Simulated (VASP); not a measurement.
# GaN (P6_3mc) in VASP: notebook

Runs on GaN. Level: PBE. Tasks: relaxation of cell and atoms.

Program: VASP 6.6.1. These are calculated values, not measurements. Logs are shortened: lines on timing, memory, paths and dates and some standing lists are left out, and cuts for length are marked.

### 1 Starting point

Symmetry: P6_3mc, No. 186, hexagonal system. Conventional cell: a = 3.180 Å, b = 3.180 Å, c = 5.166 Å, α = 90.00°, β = 90.00°, γ = 120.00°. Ga (site symmetry 3m) has 4 N at 1.94 to 1.95 Å as nearest neighbours. N (site symmetry 3m) is surrounded by 4 Ga at 1.94 to 1.95 Å.

### 2 Relaxation of cell and atoms, PBE

Contents of INCAR:

```
SYSTEM = GaN
PREC     = Accurate       ! precision mode
ENCUT    = 520            ! plane-wave cutoff, eV
EDIFF    = 1E-7           ! SCF threshold, eV
ISMEAR   = 0              ! smearing method
SIGMA    = 0.02           ! smearing width, eV
LREAL    = .False.        ! projectors in reciprocal space
LASPH    = .True.         ! aspherical terms in the spheres
NELM     = 100            ! most SCF steps
ALGO     = Normal         ! electronic algorithm
ISIF     = 3              ! what is computed and relaxed
LWAVE    = .False.        ! write WAVECAR
LCHARG   = .False.        ! write CHGCAR
GGA      = PE             ! functional
IBRION   = 2              ! ionic algorithm
NSW      = 80             ! ionic steps
EDIFFG   = -0.002         ! ionic threshold
```

Contents of KPOINTS:

```
Automatic mesh
0
Gamma
  6 6 2
  0 0 0
```

Contents of POSCAR:

```
GaN
1.0
    3.1800000000      0.0000000000      0.0000000000
   -1.5900000000      2.7539607800      0.0000000000
    0.0000000000      0.0000000000      5.1660000000
Ga N
2 2
Direct
    0.3333333300      0.6666666700      0.0000000000
    0.6666666700      0.3333333300      0.5000000000
    0.3333333300      0.6666666700      0.3750000000
    0.6666666700      0.3333333300      0.8750000000
```

Potentials or basis: VASP PAW PBE potentials, release 64 (Ga_d, N).

The run is started by

```sh
cat potpaw_PBE.64/Ga_d/POTCAR potpaw_PBE.64/N/POTCAR > POTCAR
mpirun -np 1 vasp_std > vasp.out
```

OUTCAR:

```text
SYSTEM = GaN
   PREC = Accurate
   ENCUT = 520
   EDIFF = 1E-7
   ISMEAR = 0
   LREAL = .False.
   LASPH = .True.
   NELM = 100
   ISIF = 3
   GGA = PE
   IBRION = 2
   NSW = 80
   EDIFFG = -0.002

 ion  position               nearest neighbor table
   1  0.333  0.667  0.000-   3 1.94   4 1.95   4 1.95   4 1.95
   2  0.667  0.333  0.500-   4 1.94   3 1.95   3 1.95   3 1.95
   3  0.333  0.667  0.375-   1 1.94   2 1.95   2 1.95   2 1.95
   4  0.667  0.333  0.875-   2 1.94   1 1.95   1 1.95   1 1.95

  LATTYP: Found a hexagonal cell.
 ALAT       =     3.1800000000
 C/A-ratio  =     1.6245283019

  Lattice vectors:

 A1 = (   3.1800000000,   0.0000000000,   0.0000000000)
 A2 = (  -1.5900000000,   2.7539607800,   0.0000000000)
 A3 = (   0.0000000000,   0.0000000000,   5.1660000000)

Analysis of symmetry for initial positions (statically):
=====================================================================
 Subroutine PRICEL returns:
 Original cell was already a primitive cell.

 Routine SETGRP: Setting up the symmetry group for a
 hexagonal supercell.

 Subroutine GETGRP returns: Found 12 space group operations
 (whereof  6 operations were pure point group operations)
 out of a pool of 24 trial point group operations.

The static configuration has the point symmetry C_3v.
 The point group associated with its full space group is C_6v.

Analysis of symmetry for dynamics (positions and initial velocities):
=====================================================================
 Subroutine PRICEL returns:
 Original cell was already a primitive cell.

 Routine SETGRP: Setting up the symmetry group for a
 hexagonal supercell.

 Subroutine GETGRP returns: Found 12 space group operations
 (whereof  6 operations were pure point group operations)
 out of a pool of 24 trial point group operations.

The dynamic configuration has the point symmetry C_3v.
 The point group associated with its full space group is C_6v.

 Subroutine INISYM returns: Found 12 space group operations
 (whereof  6 operations are pure point group operations),
 and found     1 'primitive' translations

----------------------------------------------------------------------------------------

                                     Primitive cell

  volume of cell :      45.2417

  direct lattice vectors                    reciprocal lattice vectors
     3.180000000  0.000000000  0.000000000     0.314465409  0.181556689  0.000000000
    -1.590000000  2.753960780  0.000000000     0.000000000  0.363113377  0.000000000
     0.000000000  0.000000000  5.166000000     0.000000000  0.000000000  0.193573364

  length of vectors
     3.180000000  3.179999997  5.166000000     0.363113377  0.363113377  0.193573364

  position of ions in fractional coordinates (direct lattice)
     0.333333330  0.666666670  0.000000000
     0.666666670  0.333333330  0.500000000
     0.333333330  0.666666670  0.375000000
     0.666666670  0.333333330  0.875000000

  ion indices of the primitive-cell ions
   primitive index   ion index
                 1           1
                 2           2
                 3           3
                 4           4

----------------------------------------------------------------------------------------

 KPOINTS: Automatic mesh

Automatic generation of k-mesh.
 Grid dimensions read from file:
 generate k-points for:    6    6    2

 Generating k-lattice:

  Cartesian coordinates                     Fractional coordinates (reciprocal lattice)
     0.052410901  0.030259448  0.000000000     0.166666667  0.000000000  0.000000000
     0.000000000  0.060518896  0.000000000     0.000000000  0.166666667  0.000000000
     0.000000000  0.000000000  0.096786682     0.000000000  0.000000000  0.500000000

  Length of vectors
     0.060518896  0.060518896  0.096786682

  Shift w.r.t. Gamma in fractional coordinates (k-lattice)
     0.000000000  0.000000000  0.000000000

 Subroutine IBZKPT returns following result:
 ===========================================

 Found     14 irreducible k-points:

 Following reciprocal coordinates:
            Coordinates               Weight
  0.000000  0.000000  0.000000      1.000000
  0.166667 -0.000000  0.000000      6.000000
  0.333333  0.000000  0.000000      6.000000
  0.500000  0.000000  0.000000      3.000000
  0.166667  0.166667  0.000000      6.000000
  0.333333  0.166667  0.000000     12.000000
  0.333333  0.333333  0.000000      2.000000
  0.000000  0.000000  0.500000      1.000000
  0.166667 -0.000000  0.500000      6.000000
  0.333333  0.000000  0.500000      6.000000
  0.500000  0.000000  0.500000      3.000000
  0.166667  0.166667  0.500000      6.000000
  0.333333  0.166667  0.500000     12.000000
  0.333333  0.333333  0.500000      2.000000
   k-points           NKPTS =     14   k-points in BZ     NKDIM =     14   number of bands    NBANDS=     22
   number of dos      NEDOS =    301   number of ions     NIONS =      4
   total plane-waves  NPLWV =  23040
   dimension x,y,z NGX =    24 NGY =   24 NGZ =   40
   dimension x,y,z NGXF=    48 NGYF=   48 NGZF=   80
   ions per type =               2   2
   NGX,Y,Z   is equivalent  to a cutoff of  12.55, 12.55, 12.87 a.u.
   NGXF,Y,Z  is equivalent  to a cutoff of  25.09, 25.09, 25.74 a.u.
 SYSTEM =  GaN
   PREC   = accura    normal or accurate (medium, high low for compatibility)
   ISTART =      0    job   : 0-new  1-cont  2-samecut
   ICHARG =      2    charge: 1-file 2-atom 10-const
   ISPIN  =      1    spin polarized calculation?
   LNONCOLLINEAR =      F non collinear calculations
   LSORBIT =      F    spin-orbit coupling
   LASPH  =      T    aspherical Exc in radial PAW
   ENCUT  =  520.0 eV  38.22 Ry    6.18 a.u.   5.91  5.91  9.61*2*pi/ulx,y,z
   NELM   =    100;   NELMIN=  2; NELMDL= -5     # of ELM steps
   EDIFF  = 0.1E-06   stopping-criterion for ELM
   LREAL  =      F    real-space projection
   EDIFFG = -.2E-02   stopping-criterion for IOM
   NSW    =     80    number of steps for IOM
   IBRION =      2    ionic relax: 0-MD 1-quasi-New 2-CG
   NFREE  =      1    steps in history (QN), initial steepest desc. (CG)
   ISIF   =      3    stress and relaxation
   ISYM   =      2    0-nonsym 1-usesym 2-fastsym
   POTIM  = 0.5000    time-step for ionic-motion
   TEBEG  =    0.0;   TEEND  =   0.0 temperature during run
   PSTRESS=    0.0 pullay stress
   NELECT =      36.0000    total number of electrons
   NUPDOWN=      -1.0000    fix difference up-down
   EMIN   =  10.00;   EMAX   =-10.00  energy-range for DOS
   EFERMI =   0.00;   METHOD = LEGACY
   ISMEAR =     0;   SIGMA  =   0.02  broadening in eV -4-tet -1-fermi 0-gaus
   EFERMI_NEDOS =   21; number of points for ismear=-14 and -15
   IALGO  =     38    algorithm
   IMIX   =      4    mixing-type and parameters
     AMIX     =   0.40;   BMIX     =  1.00
     AMIX_MAG =   1.60;   BMIX_MAG =  1.00
  volume/ion in A,a.u.               =      11.31        76.33
  Fermi-wavevector in a.u.,A,eV,Ry     =   1.517036  2.866782 31.312427  2.301398
  Thomas-Fermi vector in A             =   2.626345
   LORBIT       =      0    0 simple, 1 ext, 2 COOP (PROOUT), +10 PAW based schemes
   GGA     = PE    functional components
   LHFCALC =     F    Hartree Fock is set to
   AEXX    =    0.0000 exact exchange contribution
   IVDW    =     0    specifies the selected vdW correction
   LEPSILON=     F    determine dielectric tensor
   LRPA    =     F    only Hartree local field effects (RPA)
 conjugate gradient relaxation of ions
 non-spin polarized calculation
 Gauss-broadening in eV      SIGMA  =   0.02
  energy-cutoff  :      520.00
  volume of cell :       45.24
 maximum number of plane-waves:      1236
 NGX is ok and might be reduce to    24
   NGX = 11   NGY = 11   NGZ = 19

--------------------------------------- Ionic step        1  -------------------------------------------

 number of electron      36.0000002 magnetization

 Free energy of the ion-electron system (eV)
  ---------------------------------------------------
  ext. energy  EPLUGINS =         0.00000000
  ---------------------------------------------------
  free energy    TOTEN  =       -24.28034156 eV

  energy without entropy =      -24.28034156  energy(sigma->0) =      -24.28034156

------------------------ aborting loop because EDIFF is reached ----------------------------------------

  FORCE on cell =-STRESS in cart. coord.  units (eV):
  Direction    XX          YY          ZZ          XY          YZ          ZX
  --------------------------------------------------------------------------------------
  -------------------------------------------------------------------------------------
  Total        1.8402205      1.8402205      2.4706465      0.0000000      0.0000000      0.0000000
  in kB       65.1690162     65.1690160     87.4947363      0.0000000      0.0000000      0.0000000
  external PRESSURE =      72.6109228 kB  Pullay stress =       0.0000000 kB
[... 213 lines left out ...]
  energy  without entropy=      -24.3211415152  energy(sigma->0) =      -24.32114152

--------------------------------------- Ionic step        7  -------------------------------------------

 number of electron      35.9999956 magnetization

 Free energy of the ion-electron system (eV)
  ---------------------------------------------------
  ext. energy  EPLUGINS =         0.00000000
  ---------------------------------------------------
  free energy    TOTEN  =       -24.32115525 eV

  energy without entropy =      -24.32115525  energy(sigma->0) =      -24.32115525

 E-fermi :   5.1114     XC(G=0): -11.5140

 val. band max:        5.0104054642   @ k =   0.0000   0.0000   0.0000
 cond. band min:       6.7238499546   @ k =   0.0000   0.0000   0.0000
 fundamental gap:      1.7134444904
 Fermi energy:         5.1114032824

 k-point     1 :       0.0000    0.0000    0.0000
  band No.  band energies     occupation
      1     -10.7251      2.00000
      2      -9.9026      2.00000
      3      -8.4129      2.00000
      4      -8.3985      2.00000
      5      -8.3985      2.00000
      6      -8.3427      2.00000
[... 370 lines left out ...]
  FREE ENERGIE OF THE ION-ELECTRON SYSTEM (eV)
  ---------------------------------------------------
  free  energy   TOTEN  =       -24.3211552518 eV

  energy  without entropy=      -24.3211552518  energy(sigma->0) =      -24.32115525

 reached required accuracy - stopping structural energy minimisation
```

It took 39 s on 1 thread of Intel Xeon Platinum 8488C (Sapphire Rapids), shared host; peak memory 0.16 GiB.

What came out:

```yaml
Free_energy: -24.3212 eV
Relaxed_volume: 11.76 Å³/atom
Relaxed_cell: a = 3.218 Å, b = 3.218 Å, c = 5.244 Å, α = 90.00°, β = 90.00°, γ = 120.00°
Space_group_after_relaxing_to_0.05_Å: P6_3mc (No. 186)
Energy_gained_by_relaxing: 10.2 meV/atom
Ionic_steps: 7
Pressure_after_relaxing: 0.0 GPa
Band_gap_on_the_k_mesh: 1.71 eV, direct
```

Step by step:
| step | energy change (eV) | largest force (eV/Å) | pressure (GPa) | volume (Å³) |
| --- | --- | --- | --- | --- |
| 1 | 0.0000 | 0.1320 | 7.26 | 45.24 |
| 2 | -0.0106 | 0.0661 | -5.38 | 48.68 |
| 3 | -0.0408 | 0.0086 | -0.01 | 47.03 |
| 4 | -0.0408 | 0.0105 | 0.13 | 47.00 |
| 5 | -0.0408 | 0.0075 | 0.12 | 47.00 |
| 6 | -0.0408 | 0.0057 | 0.11 | 47.00 |
| 7 | -0.0408 | 0.0002 | -0.01 | 47.04 |

Final structure:
```
CELL_PARAMETERS angstrom
3.21813 0.00000 0.00000
-1.60906 2.78698 0.00000
0.00000 0.00000 5.24449
ATOMIC_POSITIONS crystal
Ga 0.33333 0.66667 0.99920
Ga 0.66667 0.33333 0.49920
N 0.33333 0.66667 0.37580
N 0.66667 0.33333 0.87580
```

Caveat: the k mesh is coarse (spacing up to 0.61 Å⁻¹), so the values aren't converged.

### 3 Relaxation of cell and atoms, PBE

This run uses another cell than the first one, of 11.76 Å³/atom, 1.040 times its volume.

INCAR is that of step 2.

KPOINTS is that of step 2.

Contents of POSCAR:

```
GaN                                     
1.0
    3.2181263854      0.0000000000      0.0000000000
   -1.6090631927      2.7869791981     -0.0000000000
    0.0000000000      0.0000000000      5.2444887350
  Ga              N             
     2     2
Direct
     0.3333333300000021    0.6666666699999979    0.9992007492319338
     0.6666666699999979    0.3333333300000021    0.4992007492319339
     0.3333333300000021    0.6666666699999979    0.3757992507680661
     0.6666666699999979    0.3333333300000021    0.8757992507680662
```

Potentials or basis: VASP PAW PBE potentials, release 64 (Ga_d, N).

The run is started by

```sh
cat potpaw_PBE.64/Ga_d/POTCAR potpaw_PBE.64/N/POTCAR > POTCAR
mpirun -np 1 vasp_std > vasp.out
```

OUTCAR:

```text
SYSTEM = GaN
   PREC = Accurate
   ENCUT = 520
   EDIFF = 1E-7
   ISMEAR = 0
   LREAL = .False.
   LASPH = .True.
   NELM = 100
   ISIF = 3
   GGA = PE
   IBRION = 2
   NSW = 80
   EDIFFG = -0.002

 ion  position               nearest neighbor table
   1  0.333  0.667  0.999-   4 1.97   4 1.97   4 1.97   3 1.98
   2  0.667  0.333  0.499-   3 1.97   3 1.97   3 1.97   4 1.98
   3  0.333  0.667  0.376-   2 1.97   2 1.97   2 1.97   1 1.98
   4  0.667  0.333  0.876-   1 1.97   1 1.97   1 1.97   2 1.98

  LATTYP: Found a hexagonal cell.
 ALAT       =     3.2181263854
 C/A-ratio  =     1.6296714631

  Lattice vectors:

 A1 = (   3.2181263854,   0.0000000000,   0.0000000000)
 A2 = (  -1.6090631927,   2.7869791981,   0.0000000000)
 A3 = (   0.0000000000,   0.0000000000,   5.2444887350)

Analysis of symmetry for initial positions (statically):
=====================================================================
 Subroutine PRICEL returns:
 Original cell was already a primitive cell.

 Routine SETGRP: Setting up the symmetry group for a
 hexagonal supercell.

 Subroutine GETGRP returns: Found 12 space group operations
 (whereof  6 operations were pure point group operations)
 out of a pool of 24 trial point group operations.

[... 150 lines left out ...]

 number of electron      35.9999956 magnetization

 Free energy of the ion-electron system (eV)
  ---------------------------------------------------
  ext. energy  EPLUGINS =         0.00000000
  ---------------------------------------------------
  free energy    TOTEN  =       -24.32222231 eV

  energy without entropy =      -24.32222231  energy(sigma->0) =      -24.32222231

------------------------ aborting loop because EDIFF is reached ----------------------------------------

  FORCE on cell =-STRESS in cart. coord.  units (eV):
  Direction    XX          YY          ZZ          XY          YZ          ZX
  --------------------------------------------------------------------------------------
  -------------------------------------------------------------------------------------
  Total        0.0082619      0.0082619      0.0057459      0.0000000     -0.0000000      0.0000000
  in kB        0.2814182      0.2814182      0.1957180      0.0000000     -0.0000000      0.0000000
  external PRESSURE =       0.2528515 kB  Pullay stress =       0.0000000 kB
[... 177 lines left out ...]
--------------------------------------- Ionic step        6  -------------------------------------------

 number of electron      35.9999956 magnetization

 Free energy of the ion-electron system (eV)
  ---------------------------------------------------
  ext. energy  EPLUGINS =         0.00000000
  ---------------------------------------------------
  free energy    TOTEN  =       -24.32222189 eV

  energy without entropy =      -24.32222189  energy(sigma->0) =      -24.32222189

 E-fermi :   5.1095     XC(G=0): -11.5131

 val. band max:        5.0084769790   @ k =   0.0000   0.0000   0.0000
 cond. band min:       6.7209693030   @ k =   0.0000   0.0000   0.0000
 fundamental gap:      1.7124923240
 Fermi energy:         5.1094995513

 k-point     1 :       0.0000    0.0000    0.0000
  band No.  band energies     occupation
      1     -10.7257      2.00000
      2      -9.9037      2.00000
      3      -8.4147      2.00000
      4      -8.4002      2.00000
      5      -8.4002      2.00000
      6      -8.3445      2.00000
[... 370 lines left out ...]
  FREE ENERGIE OF THE ION-ELECTRON SYSTEM (eV)
  ---------------------------------------------------
  free  energy   TOTEN  =       -24.3222218910 eV

  energy  without entropy=      -24.3222218910  energy(sigma->0) =      -24.32222189

 reached required accuracy - stopping structural energy minimisation
```

CONTCAR:

```text
GaN
   1.00000000000000
     3.2183127025577152    0.0000000000000000    0.0000000000000000
    -1.6091563512788576    2.7871405534910050   -0.0000000000000000
     0.0000000000000000   -0.0000000000000000    5.2446999045942997
  Ga              N
     2     2
Direct
     0.3333333300000021    0.6666666699999979    0.9991991010874375
     0.6666666699999979    0.3333333300000021    0.4991991010874374
     0.3333333300000021    0.6666666699999979    0.3758008989125626
     0.6666666699999979    0.3333333300000021    0.8758008989125625

  0.00000000E+00  0.00000000E+00  0.00000000E+00
  0.00000000E+00  0.00000000E+00  0.00000000E+00
  0.00000000E+00  0.00000000E+00  0.00000000E+00
  0.00000000E+00  0.00000000E+00  0.00000000E+00
```

Wall time 27 s (1 thread of Intel Xeon Platinum 8488C (Sapphire Rapids), shared host); peak memory 0.16 GiB.

What came out:

```
Free energy                            : -24.3222 eV
Relaxed volume                         : 11.76 Å³/atom
Relaxed cell                           : a = 3.218 Å, b = 3.218 Å, c = 5.245 Å, α = 90.00°, β = 90.00°, γ = 120.00°
Space group after relaxing (to 0.05 Å) : P6_3mc (No. 186)
Energy gained by relaxing              : 0.0 meV/atom
Ionic steps                            : 6
Pressure after relaxing                : 0.0 GPa
Band gap on the k mesh                 : 1.71 eV, direct
```

Final structure:
```
Ga N
1.0
     3.21831    0.00000    0.00000
    -1.60916    2.78714    0.00000
     0.00000    0.00000    5.24470
Ga N
2 2
Direct
  0.33333 0.66667 0.99920
  0.66667 0.33333 0.49920
  0.33333 0.66667 0.37580
  0.66667 0.33333 0.87580
```

Levels at points of the mesh, in eV from the valence-band top:
| k point | band 15 | band 16 | band 17 | band 18 | band 19 | band 20 | band 21 | band 22 |
| --- | --- | --- | --- | --- | --- | --- | --- | --- |
| (0.00, 0.00, 0.00) | -1.00 | -0.04 | 0.00 | 0.00 | 1.71 | 4.07 | 9.02 | 9.73 |
| (0.50, 0.00, 0.00) | -4.07 | -2.64 | -2.12 | -0.96 | 4.98 | 5.37 | 5.97 | 8.34 |
| (0.00, 0.00, 0.50) | -0.51 | -0.51 | -0.51 | -0.51 | 4.06 | 4.06 | 8.31 | 8.31 |
| (0.50, 0.00, 0.50) | -1.87 | -1.87 | -1.83 | -1.83 | 4.31 | 4.31 | 7.57 | 7.57 |

Caveat: the k mesh is coarse (spacing up to 0.60 Å⁻¹), so the values aren't converged. A hybrid or GW would open this gap; PBE tends to underestimate it.
